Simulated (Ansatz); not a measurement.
# EuS: single point with PBEsol

**Experimental background.**

“Crystal-field mediated electronic transitions of EuS up to 35 GPa”, 2022, pmc:8786971 reports, for a powder of EuS at 300 K: band gap 1.72 eV (optical).

Crystal: EuS.

```
Eu S
1.0
     0.00000    2.97850    2.97850
     2.97850    0.00000    2.97850
     2.97850    2.97850    0.00000
Eu S
1 1
Direct
  0.00000 0.00000 0.00000
  0.50000 0.50000 0.50000
```

```json
{
  "Program": "Ansatz 0.2.0",
  "Task": "single point",
  "Functional": "PBEsol",
  "Potentials or basis": "Ansatz PAW",
  "Cutoff": "420 eV (not typed: the program's choice for these potentials)",
  "k mesh": "8 × 8 × 8",
  "Occupations": "fermi-dirac, width 0.05 eV",
  "Spin": "collinear spin, ferromagnetic start",
  "Starting moments": "[7.0, 0.0] μB"
}
```

The pressure is -5.5 GPa. The band gap on the k mesh is none (metal or under the smearing width) and the net moment is 6.98 μB per cell. The absolute moment is 7.11 μB per cell and the site moments are Eu +6.75; S -0.06 μB.

Levels at points of the mesh, in eV from the Fermi level:
Spin up:
```csv
k point,band 13,band 14,band 15,band 16,band 17,band 18
"(0.00, 0.00, 0.00)",0.04,0.04,0.04,0.75,1.06,1.06
"(0.00, 0.00, -0.50)",-0.32,-0.29,-0.28,2.88,3.23,3.65
"(0.00, -0.50, -0.50)",-0.34,-0.30,-0.11,-0.11,3.09,3.18
```
Spin down:
```tsv
k point	band 4	band 5	band 6	band 7	band 8	band 9	band 10	band 11	band 12	band 13
(0.00, 0.00, 0.00)	-17.82	-13.38	-2.54	-2.54	-2.54	1.33	1.82	1.82	1.82	2.72
(0.00, 0.00, -0.50)	-17.85	-12.41	-5.11	-3.69	-3.69	2.77	3.94	3.94	4.03	4.25
(0.00, -0.50, -0.50)	-17.94	-13.04	-3.70	-2.90	-2.90	-0.20	3.85	3.96	4.09	4.18
```

It took 1.8 s on 2 threads of Intel(R) Xeon(R) 6975P-C (Granite Rapids) (shared host), peak memory 0.45 GiB.

Measured gap of EuS: 1.72 eV (optical; 300 K; powder; “Crystal-field mediated electronic transitions of EuS up to 35 GPa”, 2022, pmc:8786971). This calculation gives 0.00 eV (-1.72 eV). So large a miss can be the level of theory's own, or it may mean another phase, state or a wrong row. Spin-orbit coupling on Eu is left out. The value is that of PBEsol on a finite k mesh, which can miss the band edges, without temperature or zero-point motion. Semilocal functionals fall short of measured gaps as a rule. The run's magnetic order (collinear spin, ferromagnetic start) needn't be the measured crystal's.

Caveat: spin-orbit coupling is left out, which moves the levels of the heavy elements; a cell with one magnetic atom can't hold antiferromagnetic order, which such compounds often take; without U or exact exchange the open f shell lies at the Fermi level, which spoils levels, moments and volumes; the PAW data sets come from PBE, with cores solved anew for the run's functional, which leaves a small shift of forces and pressure. The state reached can hang on the start; a lower one may exist.
